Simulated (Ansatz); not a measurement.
## InPd: equation of state with PBEsol

InPd:

```
In Pd
1.0
     3.27188    0.00000    0.00000
     0.00000    3.27188    0.00000
     0.00000    0.00000    3.27188
In Pd
1 1
Cartesian
  0.0000 0.0000 0.0000
  1.6359 1.6359 1.6359
```

The cell comes from a database or a generator and needn't be the stable form of this composition.

```
Program             : Ansatz 0.2.0
Task                : equation of state
Functional          : PBEsol
Potentials or basis : Ansatz PAW
Cutoff              : 420 eV
Density cutoff      : 1680 eV
k mesh              : 8 × 8 × 8
Occupations         : fermi-dirac, width 0.05 eV
Spin                : no spin polarisation
```

* Equilibrium volume: 17.12 Å³/atom
* Bulk modulus: 138 GPa
* Pressure derivative of the bulk modulus: 5.5

Energy against volume, from the lowest point:
```csv
volume (Å³/atom),energy (meV/atom)
16.462,11.65
16.813,2.35
17.163,0.00
17.513,3.73
17.863,12.78
18.214,26.51
18.564,44.30
```

All runs of the series together: 9.6 s on 2 threads of Arm Neoverse N1 (shared host).
